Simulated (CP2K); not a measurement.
The system is SrO.

```
CELL_PARAMETERS angstrom
3.62930 0.00000 0.00000
1.81465 3.14306 0.00000
1.81465 1.04769 2.96331
ATOMIC_POSITIONS crystal
Sr 0.50000 0.50000 0.50000
O 0.00000 0.00000 0.00000
```

Base run:

| Property | Result |
| --- | --- |
| Program | CP2K 2026.2 |
| Functional | TB-mBJ |
| Potentials or basis | POTENTIAL_UZH Sr GTH-PBE-q10, O GTH-PBE-q6; TZVP-MOLOPT-PBE-GTH basis |
| Density cutoff | 12245 eV |
| k mesh | 9 × 9 × 9 |
| Occupations | fermi-dirac, width 0.05 eV |
| Spin | no spin polarisation |

Its results: band gap on the k mesh 3.86 eV, indirect (least direct gap 3.94 eV).

Task: The run is repeated on the same cell with these changes: functional from TB-mBJ to rev-vdW-DF2. What comes out?

Result: Band gap on the k mesh 3.50 eV, indirect (least direct gap 3.59 eV).

Caveats: the basis of atomic orbitals isn't converged, which shifts pressures, moduli and gaps; this is a model potential without an energy functional, so only levels have meaning (some runs); an odd mesh through Γ misses points on the zone boundary, where band edges often lie (some runs).

Not every run made on this cell is shown here.
